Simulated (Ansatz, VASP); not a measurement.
Ag in VASP and in Ansatz

```
Ag
1.0
     0.00000    2.07344    2.07344
     2.07344    0.00000    2.07344
     2.07344    2.07344    0.00000
Ag
1
Cartesian
  0.0000 0.0000 0.0000
```

Alike in both runs: task single point; functional PBE; k mesh 13 × 13 × 13; occupations methfessel-paxton of order 1, width 0.1 eV; no spin polarisation.

```csv
,VASP,Ansatz
version,VASP 6.6.1,Ansatz 0.2.0
potentials or method,"VASP PAW PBE potentials, release 64 (Ag)","plane waves (420 eV) with PAW, scalar-relativistic"
plane-wave cutoff (eV),520,420
valence electrons in the cell,11,19
```

```csv
,VASP,Ansatz,Ansatz less VASP
pressure (GPa),-0.3,-0.2,+0.10
```

The two sets of potentials don't hold the same shells in valence.
